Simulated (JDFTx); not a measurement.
NaI:

```
I Na
1.0
     0.00000    3.23640    3.23640
     3.23640    0.00000    3.23640
     3.23640    3.23640    0.00000
I Na
1 1
Direct
  0.50000 0.50000 0.50000
  0.00000 0.00000 0.00000
```

| Property | Result |
| --- | --- |
| Program | JDFTx 1.7.0 (patched build) |
| Task | single point |
| Functional | PBE |
| Potentials or basis | PseudoDojo-SR-PBE-0.5-standard |
| Cutoff | 1197 eV |
| Density cutoff | 9578 eV |
| k mesh | 7 × 7 × 7 |
| Occupations | fermi-dirac, width 0.05 eV |
| Spin | no spin polarisation |

On this cell: pressure 0.4 GPa; largest force zero by symmetry; band gap on the k mesh 3.64 eV, direct.

The same run follows on a disturbed copy (atoms moved at random, drawn with an rms of 0.05 Å):

```
I Na
1.0
     0.00000    3.23640    3.23640
     3.23640    0.00000    3.23640
     3.23640    3.23640    0.00000
I Na
1 1
Cartesian
  3.2272 3.2274 3.2377
  -0.0071 0.0155 0.0537
```

Question: What does the disturbed cell give?

Answer: The energy moves by +0.8 meV/atom; pressure 0.4 GPa; largest force 0.052 eV/Å; band gap on the k mesh 3.64 eV, direct.

Forces on the atoms (eV/Å):
```
I    0.002  0.022  0.047
Na  -0.002 -0.021 -0.047
```

Caveats: spin-orbit coupling is left out, which moves the levels of the heavy elements.

